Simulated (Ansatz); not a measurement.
# C: the crystal squeezed far, part 1 of 2

Aim: compress C (diamond type) step by step, far beyond the usual range, and follow pressure and electronic structure. Methods of the runs shown: PAW. Its runs: cell relaxed at zero pressure (PAW); volume scaled by 1 (PAW); volume scaled by 0.94 (PAW); volume scaled by 0.88 (PAW and PAW (source ansatz)); volume scaled by 0.8 (PAW); volume scaled by 0.72 (PAW and PAW (partial_waves polarizable)); volume scaled by 0.64 (PAW); volume scaled by 0.55 (PAW); volume scaled by 0.45 (PAW and PAW (level accurate)).

Program: Ansatz 0.2.0. Level of theory: DFT PBEsol, with the methods named in each step. These are calculated values, not measurements.

1 further run of the same task is left out (it didn't finish).

## 1. The starting structure

Symmetry: Fd-3m, No. 227, cubic system. Conventional cell: a = 3.573 Å, b = 3.573 Å, c = 3.573 Å, α = 90.00°, β = 90.00°, γ = 90.00°. C (site symmetry -43m) has 4 C at 1.55 Å as nearest neighbours.

As a file:

```xyz
2
Lattice="0.0000 1.7863 1.7863 1.7863 0.0000 1.7863 1.7863 1.7863 0.0000" Properties=species:S:1:pos:R:3 pbc="T T T"
C    -0.4466   -0.4466   -0.4466
C     0.4466    0.4466    0.4466
```

Whether this phase is the stable one at these pressures isn't tested.

Atoms are numbered in the order of the input: C1, C2.

## 2. Cell relaxed at zero pressure, PAW

The input, input.yaml:

```yaml
crystal:
  lattice:
    - [0.0, 1.7863159877, 1.7863159877]
    - [1.7863159877, 0.0, 1.7863159877]
    - [1.7863159877, 1.7863159877, 0.0]
  atoms:
    - { symbol: C, position: [-0.125, -0.125, -0.125] }
    - { symbol: C, position: [0.125, 0.125, 0.125] }
kpoints:
  mp_grid: { grid: [20, 20, 20] }
scf:
  occupations: { method: fermi_dirac, width: 0.1 }
hamiltonian:
  xc: pbesol
  pseudopotentials: { kind: paw }
output:
  forces: true
  stress: true
relax:
  f_tol: 0.005
  max_steps: 40
  cell: {}
```

Command:

```
$ ansatz run input.yaml --threads 1 --pin off --max-ram 2048MiB --backend cpu --events-out ev --progress --plain --runs-dir out
```

The log of the run, shortened:

```text
[...]
Pseudopotentials: kind: paw
Pseudopotential: C, paw, valence charge 4, recommended cutoff 420 eV (normal)
Functional definition: PBEsol
[...]
Crystal: 2 atoms, lattice volume = 11.400 Å³
Basis set: ecut = 420 eV, 229 PW (Γ), exchange–correlation on 36×36×36 points (8 copies of the dense FFT grid, shifted against one another)
Bands: 8, of which v1, the nominal top of the filled ones, is band 4 counted from 1 (3 counted from 0)
Symmetry: 48 space group operations
Space group: Fd-3m (ITA 227), of the structure as read, at distance tolerance 2.3e-5 Å
k-points: 256 of 8000
[...]
relax step   3: F+E_penalty+E_count = -493.33699268 eV  Δ(F+E_penalty+E_count) = -9.930e-4 eV  max|allowed force component| = 9.714e-17 eV/Å  Δτ_max = 0.0000 Å  P = +0.053 GPa  Ω = 11.223 Å³  energy of the carried Pulay correction = +1.151e-3 eV  (6 SCF iters, dr2 threshold 2.00e-7 eV, accepted)
[...]
relax step   4: F+E_penalty+E_count = -493.33698439 eV  Δ(F+E_penalty+E_count) = +8.289e-6 eV  max|allowed force component| = 1.156e-16 eV/Å  Δτ_max = 0.0000 Å  P = -0.000 GPa  Ω = 11.225 Å³  energy of the carried Pulay correction = +1.142e-3 eV  (7 SCF iters, accepted)
[...]
SCF iter   2: F=—  HF=-493.335916 eV  |F-HF|=—  |Δ(HF+E_count)|=   4.44e-7  Δρ=6.47e-5  dr2=6.14e-8  ethr=3.41e-9  ⟨swp⟩=1.0  Hψ=2052  notcnv=0
```

## 3. The log goes on: cell relaxed at zero pressure

Output, continued, shortened:

```text
SCF iter   3: F=—  HF=-493.335916 eV  |F-HF|=—  |Δ(HF+E_count)|=   7.25e-8  Δρ=2.82e-6  dr2=1.30e-10  ethr=7.68e-10  ⟨swp⟩=2.0  Hψ=3072  notcnv=0
[...]
relax step   5: F+E_penalty+E_count = -493.33591601 eV  Δ(F+E_penalty+E_count) = +1.068e-3 eV  max|allowed force component| = 8.674e-17 eV/Å  Δτ_max = 0.0000 Å  P = -0.160 GPa  Ω = 11.225 Å³  stress off target by 1.60e-1 GPa  SCF on the basis re-selected at this cell (its energy is not [...]
  F+E_penalty+E_count = -493.33593287 eV   max|allowed force component| = 1.712e-16 eV/Å   (the final SCF, on the basis selected at the relaxed cell)
  cell:  # Å, volume = 11.2208 Å³
    - [-5.742271351911636e-35, 1.776907822216425, 1.776907822216425]
    - [1.776907822216425, 1.9008385302364454e-35, 1.776907822216425]
    - [1.776907822216425, 1.776907822216425, -1.4012273090462873e-34]
  atoms:
    - { symbol: C, position: [-0.125, -0.125, -0.125] }
    - { symbol: C, position: [0.125, 0.125, 0.125] }
```

Wall time 5.2 s (1 thread of Intel Xeon 6975P-C (Granite Rapids), shared host); peak memory 0.32 GiB.

Step by step:

```csv
step,energy from step 1 (eV/cell),largest force component (eV/Å),pressure (GPa),volume (Å³)
1,0.0000,0.0000,-6.93,11.40
2,-0.0040,0.0000,-2.67,11.29
3,-0.0050,0.0000,0.05,11.22
4,-0.0050,0.0000,0.00,11.22
5,-0.0039,0.0000,-0.16,11.22
6,-0.0039,0.0000,0.00,11.22
7,-0.0039,0.0000,0.00,11.22
```

Step 1 is the start. Steps 5, 7 repeat the geometry before on a plane-wave basis chosen anew for that cell, so the energy can jump there without any move; the table keeps such jumps.

| input's cell | before | after | change |
| --- | --- | --- | --- |
| a (Å) | 2.526 | 2.513 | -0.5 % |
| b (Å) | 2.526 | 2.513 | -0.5 % |
| c (Å) | 2.526 | 2.513 | -0.5 % |
| volume (Å³/atom) | 5.70 | 5.61 | -1.6 % |

## 4. Volume scaled by 1, PAW

The input, input.yaml:

```yaml
crystal:
  lattice:
    - [0.0, 1.7769078222, 1.7769078222]
    - [1.7769078222, 0.0, 1.7769078222]
    - [1.7769078222, 1.7769078222, 0.0]
  atoms:
    - { symbol: C, position: [-0.125, -0.125, -0.125] }
    - { symbol: C, position: [0.125, 0.125, 0.125] }
kpoints:
  mp_grid: { grid: [20, 20, 20] }
  band_path:
    path:
      - [0.0, 0.0, 0.0]
      - [0.5, 0.0, 0.5]
      - [0.625, 0.25, 0.625]
      - [0.375, 0.375, 0.75]
      - [0.0, 0.0, 0.0]
      - [0.5, 0.5, 0.5]
      - [0.5, 0.25, 0.75]
      - [0.5, 0.0, 0.5]
    npoints: 8
scf:
  occupations: { method: fermi_dirac, width: 0.1 }
hamiltonian:
  xc: pbesol
  pseudopotentials: { kind: paw }
output:
  forces: true
  stress: true
  eigenvalues: true
  populations: true
  dos: { projected: true, de: 0.2, e_range: [-14, 8] }
  write_density: true
  write_potential: true
  elf: true
  volumetric_format: npy
```

Command:

```
$ ansatz run input.yaml --threads 1 --pin off --max-ram 2048MiB --backend cpu --events-out ev --progress --plain --runs-dir out
```

The log of the run, shortened:

```text
[...]
[... 3 set-up lines as earlier in the session ...]
[...]
Crystal: 2 atoms, lattice volume = 11.221 Å³
Basis set: ecut = 420 eV, 229 PW (Γ), exchange–correlation on 36×36×36 points (8 copies of the dense FFT grid, shifted against one another)
Bands: 8, of which v1, the nominal top of the filled ones, is band 4 counted from 1 (3 counted from 0)
[...]
       -0.002938      -0.000000      -0.000000
        0.000000      -0.002938       0.000000
        0.000000      -0.000000      -0.002938
  P = ⅓ Tr σ = -0.0029 GPa (-0.029 kbar)
--- Band table (eV; the first three rows and the last of 256) ---
  k-point 0: bands = ["-8.1814", "13.4868", "13.4868", "13.4868", "19.0572", "19.0572", "19.0572", "27.0472"]
[...]
--- Löwdin populations: 2 sites ---
  site symbol       q [e]
     0      C      3.9872
     1      C      3.9872
  spilling = 0.003211 (of n_electrons = 8.000000)
```

Run time: 1.3 s. Hardware: 1 thread of Intel Xeon 6975P-C (Granite Rapids), shared host; peak memory 0.31 GiB.

Read from it: pressure 0.00 GPa; gap 4.03 eV, indirect from Γ to Γ–X.

Levels at the path's labelled points, in eV from the valence-band top:

```csv
point,band 1,band 2,band 3,band 4,band 5,band 6,band 7
Γ,-21.67,0.00,0.00,0.00,5.57,5.57,5.57
X,-12.86,-12.86,-6.41,-6.41,4.63,4.63,16.93
U,-13.02,-11.82,-9.53,-5.46,5.56,10.71,14.45
K,-13.02,-11.82,-9.53,-5.46,5.56,10.71,14.45
Γ,-21.67,0.00,0.00,0.00,5.57,5.57,5.57
L,-15.77,-13.59,-2.85,-2.85,8.43,8.43,8.97
W,-12.02,-12.02,-8.51,-8.51,10.51,10.51,12.43
X,-12.86,-12.86,-6.41,-6.41,4.63,4.63,16.93
```

States per cell in windows of 1 eV (zero at the valence-band top; grid of 0.20 eV, so sharp peaks spill over the borders):

```csv
from,to,total,C 2p,C 2s
-10,-9,0.34,0.27,0.07
-9,-8,0.51,0.43,0.07
-8,-7,0.55,0.49,0.07
-7,-6,0.72,0.67,0.06
-6,-5,0.74,0.69,0.04
-5,-4,0.69,0.66,0.03
-4,-3,0.64,0.62,0.02
-3,-2,0.39,0.38,0.01
-2,-1,0.20,0.20,0.00
-1,0,0.07,0.07,0.00
0,1,0.00,0.00,0.00
1,2,0.00,0.00,0.00
2,3,0.00,0.00,0.00
3,4,0.00,0.00,0.00
4,5,0.16,0.08,0.06
5,6,0.40,0.24,0.12
6,7,0.57,0.38,0.12
7,8,0.83,0.59,0.12
```

The fields are shown in the conventional cell of this run's space group, carried over from its grid by interpolation.

Density in a lattice plane of the grid's cell (edges 3.55 and 3.55 Å, at 0.125 of the third edge), which holds C.

Ten even steps from '0' (0.10 e/Å³) to '9' (1.81 e/Å³):
```
455555443221111011112234
333333332222222122222223
222222222223333333332222
111111112234455555443221
000000011235677887653211
000000011245789998754211
000000001246899999864210
000000001246899999864210
000000011245789998754211
000000011235678887653211
111011112234455555443221
222122222223333333332222
333333332222222222222223
455555443221111111112234
677887653211000000011235
789998754211000000011245
899999864210000000001246
899999864210000000001246
789998754211000000011245
678887653211000000011235
```
Columns run along the first of these edges and rows up along the second, over one cell in 24 and 20 even steps from the bottom left corner. Atoms in the plane (fractional): C at (0.12, 0.12), C at (0.62, 0.62).

ELF in the same plane.

Values, 12 rows by 12 columns:
```
0.67 0.63 0.62 0.66 0.57 0.44 0.39 0.34 0.33 0.39 0.44 0.58
0.39 0.33 0.33 0.38 0.43 0.57 0.68 0.64 0.64 0.67 0.58 0.44
0.17 0.10 0.10 0.18 0.38 0.66 0.74 0.56 0.55 0.73 0.67 0.39
0.09 0.03 0.03 0.10 0.33 0.62 0.59 0.16 0.12 0.55 0.64 0.33
0.09 0.03 0.03 0.10 0.33 0.63 0.60 0.20 0.16 0.56 0.64 0.34
0.16 0.09 0.09 0.17 0.39 0.67 0.76 0.60 0.59 0.74 0.68 0.39
0.39 0.34 0.33 0.39 0.44 0.58 0.67 0.63 0.62 0.66 0.57 0.44
0.68 0.64 0.64 0.67 0.58 0.44 0.39 0.33 0.33 0.38 0.43 0.57
0.74 0.56 0.55 0.73 0.67 0.39 0.17 0.10 0.10 0.18 0.38 0.66
0.59 0.16 0.12 0.55 0.64 0.33 0.09 0.03 0.03 0.10 0.33 0.62
0.60 0.20 0.16 0.56 0.64 0.34 0.09 0.03 0.03 0.10 0.33 0.63
0.76 0.60 0.59 0.74 0.68 0.39 0.16 0.09 0.09 0.17 0.39 0.67
```
Columns run along the first of these edges and rows up along the second, over one cell in 12 and 12 even steps from the bottom left corner. Atoms in the plane (fractional): C at (0.12, 0.12), C at (0.62, 0.62).

Both are smooth fields of the valence electrons: close to the nuclei they are not physical.

Maxima of ELF outside the ion cores: 0.94 on the C–C line, 0.8 Å from C.

## 5. Volume scaled by 0.94, PAW

The input, input.yaml:

```yaml
crystal:
  lattice:
    - [0.0, 1.7406342191, 1.7406342191]
    - [1.7406342191, 0.0, 1.7406342191]
    - [1.7406342191, 1.7406342191, 0.0]
  atoms:
    - { symbol: C, position: [-0.125, -0.125, -0.125] }
    - { symbol: C, position: [0.125, 0.125, 0.125] }
kpoints:
  mp_grid: { grid: [20, 20, 20] }
scf:
  occupations: { method: fermi_dirac, width: 0.1 }
hamiltonian:
  xc: pbesol
  pseudopotentials: { kind: paw }
output:
  forces: true
  stress: true
  eigenvalues: true
  populations: true
```

Command:

```
$ ansatz run input.yaml --threads 1 --pin off --max-ram 2048MiB --backend cpu --events-out ev --progress --plain --runs-dir out
```

The log of the run, shortened:

```text
[...]
[... 3 set-up lines as earlier in the session ...]
[...]
Crystal: 2 atoms, lattice volume = 10.548 Å³
Basis set: ecut = 420 eV, 181 PW (Γ), exchange–correlation on 36×36×36 points (8 copies of the dense FFT grid, shifted against one another)
Bands: 8, of which v1, the nominal top of the filled ones, is band 4 counted from 1 (3 counted from 0)
[...]
       31.161404       0.000000       0.000000
       -0.000000      31.161404       0.000000
        0.000000       0.000000      31.161404
  P = ⅓ Tr σ = 31.1614 GPa (311.614 kbar)
--- Band table (eV; the first three rows and the last of 256) ---
  k-point 0: bands = ["-7.8842", "14.6401", "14.6401", "14.6401", "20.3830", "20.3830", "20.3830", "29.6390"]
[...]
--- Löwdin populations: 2 sites ---
  site symbol       q [e]
     0      C      3.9872
     1      C      3.9872
  spilling = 0.003203 (of n_electrons = 8.000000)
```

Run time: 1.1 s. Hardware: 1 thread of Intel Xeon 6975P-C (Granite Rapids), shared host; peak memory 0.31 GiB.

Read from it: pressure 31.16 GPa; gap on the k mesh 4.19 eV.

## 6. Volume scaled by 0.88, PAW

input.yaml, as its differences from that of step 5:

```diff
@@ -2,5 +2,5 @@
   lattice:
-    - [0.0, 1.7406342191, 1.7406342191]
-    - [1.7406342191, 0.0, 1.7406342191]
-    - [1.7406342191, 1.7406342191, 0.0]
+    - [0.0, 1.7027822847, 1.7027822847]
+    - [1.7027822847, 0.0, 1.7027822847]
+    - [1.7027822847, 1.7027822847, 0.0]
   atoms:
@@ -20 +20,5 @@
   populations: true
+  write_density: true
+  write_potential: true
+  elf: true
+  volumetric_format: npy
```

Command:

```
$ ansatz run input.yaml --threads 1 --pin off --max-ram 2048MiB --backend cpu --events-out ev --progress --plain --runs-dir out
```

The log of the run, shortened:

```text
[...]
[... 3 set-up lines as earlier in the session ...]
[...]
Crystal: 2 atoms, lattice volume = 9.874 Å³
Basis set: ecut = 420 eV, 181 PW (Γ), exchange–correlation on 36×36×36 points (8 copies of the dense FFT grid, shifted against one another)
Bands: 8, of which v1, the nominal top of the filled ones, is band 4 counted from 1 (3 counted from 0)
[...]
       72.513546      -0.000000      -0.000000
       -0.000000      72.513546      -0.000000
       -0.000000      -0.000000      72.513546
  P = ⅓ Tr σ = 72.5135 GPa (725.135 kbar)
--- Band table (eV; the first three rows and the last of 256) ---
  k-point 0: bands = ["-7.5452", "15.9299", "15.9299", "15.9299", "21.8569", "21.8569", "21.8569", "32.5194"]
[...]
--- Löwdin populations: 2 sites ---
  site symbol       q [e]
     0      C      3.9872
     1      C      3.9872
  spilling = 0.003189 (of n_electrons = 8.000000)
```

Wall time 1.1 s (1 thread of Intel Xeon 6975P-C (Granite Rapids), shared host); peak memory 0.31 GiB.

In short: pressure 72.51 GPa; gap on the k mesh 4.35 eV.

The fields are shown in the conventional cell of this run's space group, carried over from its grid by interpolation.

Density in a lattice plane of the grid's cell (edges 3.41 and 3.41 Å, at 0.125 of the third edge), which holds C.

Values in e/Å³, 12 rows by 12 columns:
```
0.88 0.96 0.96 0.88 0.74 0.61 0.51 0.47 0.46 0.52 0.61 0.74
0.50 0.45 0.45 0.51 0.60 0.74 0.87 0.94 0.95 0.87 0.74 0.61
0.31 0.24 0.23 0.32 0.51 0.88 1.34 1.59 1.61 1.34 0.87 0.52
0.22 0.14 0.14 0.23 0.45 0.96 1.64 1.89 1.91 1.61 0.95 0.46
0.23 0.15 0.14 0.24 0.45 0.96 1.63 1.88 1.89 1.59 0.94 0.47
0.30 0.23 0.22 0.31 0.50 0.88 1.36 1.63 1.64 1.34 0.87 0.51
0.51 0.47 0.46 0.52 0.61 0.74 0.88 0.96 0.96 0.88 0.74 0.61
0.87 0.94 0.95 0.87 0.74 0.61 0.50 0.45 0.45 0.51 0.60 0.74
1.34 1.59 1.61 1.34 0.87 0.52 0.31 0.24 0.23 0.32 0.51 0.88
1.64 1.89 1.91 1.61 0.95 0.46 0.22 0.14 0.14 0.23 0.45 0.96
1.63 1.88 1.89 1.59 0.94 0.47 0.23 0.15 0.14 0.24 0.45 0.96
1.36 1.63 1.64 1.34 0.87 0.51 0.30 0.23 0.22 0.31 0.50 0.88
```
Columns run along the first of these edges and rows up along the second, over one cell in 12 and 12 even steps from the bottom left corner. Atoms in the plane (fractional): C at (0.12, 0.12), C at (0.62, 0.62).

ELF in the same plane.

Ten even steps from ' ' (0.03) to '@' (0.75):
```
@@@@%%%%%%@@@@@@%%**++==----::::::----==++##%%@@
%%%%######%%%%%%##********++++++++++********##%%
**++++++++++++******##%%%%%%######%%%%%%##******
----::::::----==++##%%@@@@@@%%%%%%@@@@@@%%##++==
::..........::--++##%%@@@@%%##****%%@@@@@@##++--
..          ..::==##%%@@%%**--::--**%%@@%%##==::
            ..::==**%%%%##--..    --**%%%%**==::
            ..::==**%%%%##--..    --**%%%%**==::
..          ..::==##%%@@%%**--::--**%%@@%%**==::
::....    ..::--++##%%@@@@%%##**##%%@@@@@@##++--
----::::::----==++##%%@@@@@@%%%%%%@@@@@@%%**++==
**++++++++++********##%%%%%%######%%%%%%##******
%%%%######%%%%%%##********++++++++++++******##%%
@@@@%%%%%%@@@@@@%%##++==----::::::----==++##%%@@
@@%%##****%%@@@@@@##++--::..........::--++##%%@@
%%**--::--**%%@@%%##==::..          ..::==##%%@@
##--..    --**%%%%**==::            ..::==**%%%%
##--..    --**%%%%**==::            ..::==**%%%%
%%**--::--**%%@@%%**==::..          ..::==##%%@@
@@%%##**##%%@@@@@@##++--::....    ..::--++##%%@@
```
Columns run along the first of these edges and rows up along the second, over one cell in 24 and 20 even steps from the bottom left corner. Atoms in the plane (fractional): C at (0.12, 0.12), C at (0.62, 0.62).

Both are smooth fields of the valence electrons: close to the nuclei they are not physical.

Outside the cores ELF peaks at 0.94 on the C–C line, 0.7 Å from C.

## 7. Volume scaled by 0.88, PAW (source ansatz)

input.yaml, as its differences from that of step 6:

```diff
@@ -14,3 +14,3 @@
   xc: pbesol
-  pseudopotentials: { kind: paw }
+  pseudopotentials: { kind: paw, source: ansatz }
 output:
@@ -19,6 +19 @@
   eigenvalues: true
-  populations: true
-  write_density: true
-  write_potential: true
-  elf: true
-  volumetric_format: npy
```

Command:

```
$ ansatz run input.yaml --threads 1 --pin off --max-ram 2048MiB --backend cpu --events-out ev --progress --plain --runs-dir out
```

The log of the run, shortened:

```text
[...]
[... 1 set-up line as earlier in the session ...]
Pseudopotential: C, paw, valence charge 4, recommended cutoff 820 eV (normal)
[... 1 set-up line as earlier in the session ...]
[...]
Crystal: 2 atoms, lattice volume = 9.874 Å³
Basis set: ecut = 820 eV, 531 PW (Γ), exchange–correlation on 48×48×48 points (8 copies of the dense FFT grid, shifted against one another)
Bands: 8, of which v1, the nominal top of the filled ones, is band 4 counted from 1 (3 counted from 0)
[...]
  atom   1  C     -0.00000000    -0.00000000     0.00000000
  atom   2  C      0.00000000     0.00000000     0.00000000
[...]
--- Stress (GPa, compression-positive) ---
       72.824901      -0.000000      -0.000000
       -0.000000      72.824901       0.000000
       -0.000000      -0.000000      72.824901
  P = ⅓ Tr σ = 72.8249 GPa (728.249 kbar)
--- Band table (eV; the first three rows and the last of 256) ---
  k-point 0: bands = ["-7.4890", "15.9867", "15.9867", "15.9867", "21.9161", "21.9161", "21.9161", "32.6355"]
[...]
```

Wall time 1.5 s (1 thread of Intel Xeon 6975P-C (Granite Rapids), shared host); peak memory 0.33 GiB.

Result: pressure 72.82 GPa; gap on the k mesh 4.34 eV.

## 8. Volume scaled by 0.8, PAW

The input, input.yaml:

```yaml
crystal:
  lattice:
    - [0.0, 1.6495351012, 1.6495351012]
    - [1.6495351012, 0.0, 1.6495351012]
    - [1.6495351012, 1.6495351012, 0.0]
  atoms:
    - { symbol: C, position: [-0.125, -0.125, -0.125] }
    - { symbol: C, position: [0.125, 0.125, 0.125] }
kpoints:
  mp_grid: { grid: [20, 20, 20] }
scf:
  occupations: { method: fermi_dirac, width: 0.1 }
hamiltonian:
  xc: pbesol
  pseudopotentials: { kind: paw }
output:
  forces: true
  stress: true
  eigenvalues: true
  populations: true
```

Command:

```
$ ansatz run input.yaml --threads 1 --pin off --max-ram 2048MiB --backend cpu --events-out ev --progress --plain --runs-dir out
```

The log of the run, shortened:

```text
[...]
[... 3 set-up lines as earlier in the session ...]
[...]
Crystal: 2 atoms, lattice volume = 8.977 Å³
Basis set: ecut = 420 eV, 169 PW (Γ), exchange–correlation on 32×32×32 points (8 copies of the dense FFT grid, shifted against one another)
Bands: 8, of which v1, the nominal top of the filled ones, is band 4 counted from 1 (3 counted from 0)
[...]
      149.977781       0.000000      -0.000000
        0.000000     149.977781       0.000000
       -0.000000       0.000000     149.977781
  P = ⅓ Tr σ = 149.9778 GPa (1499.778 kbar)
--- Band table (eV; the first three rows and the last of 256) ---
  k-point 0: bands = ["-7.0108", "17.9169", "17.9169", "17.9169", "24.1125", "24.1125", "24.1125", "36.8900"]
[...]
--- Löwdin populations: 2 sites ---
  site symbol       q [e]
     0      C      3.9874
     1      C      3.9874
  spilling = 0.003161 (of n_electrons = 8.000000)
```

Run time: 1.1 s. Hardware: 1 thread of Intel Xeon 6975P-C (Granite Rapids), shared host; peak memory 0.3 GiB.

Read from it: pressure 149.98 GPa; gap on the k mesh 4.59 eV.

(Continued in part 2 of 2.)
